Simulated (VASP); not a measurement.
ZrB2:

```
Zr B
1.0
     3.17000    0.00000    0.00000
    -1.58500    2.74530    0.00000
     0.00000    0.00000    3.53300
Zr B
1 2
Direct
  0.00000 0.00000 0.00000
  0.66667 0.33333 0.50000
  0.33333 0.66667 0.50000
```

* Program: VASP 6.6.1
* Task: relaxation of cell and atoms
* Functional: PBEsol
* Potentials or basis: VASP PAW PBE potentials, release 64 (Zr_sv, B)
* Cutoff: 600 eV
* k mesh: 8 × 8 × 8
* Occupations: fermi-dirac, width 0.05 eV
* Spin: no spin polarisation

At the start: pressure -3.8 GPa; volume 10.25 Å³/atom.

Question: Where does the relaxation end?

Answer: Over 4 steps the energy falls by 2.0 meV/atom and the volume is 10.09 Å³/atom (-1.6 %); space group P6/mmm (No. 191, to 0.05 Å).

The path:
```csv
step,energy change (eV),largest force (eV/Å),pressure (GPa),volume (Å³)
1,0.0000,0.0000,-3.80,30.75
2,0.0030,0.0000,5.11,29.68
3,-0.0060,0.0000,0.06,30.26
4,-0.0061,0.0000,0.01,30.26
```

Final structure:
```
Zr B
1.0
     3.15767    0.00000    0.00000
    -1.57884    2.73462    0.00000
     0.00000    0.00000    3.50459
Zr B
1 2
Cartesian
  0.0000 0.0000 3.5046
  1.5788 0.9115 1.7523
  0.0000 1.8231 1.7523
```

Caveat: the PAW data sets were made with another functional, which shifts forces and pressure a little.
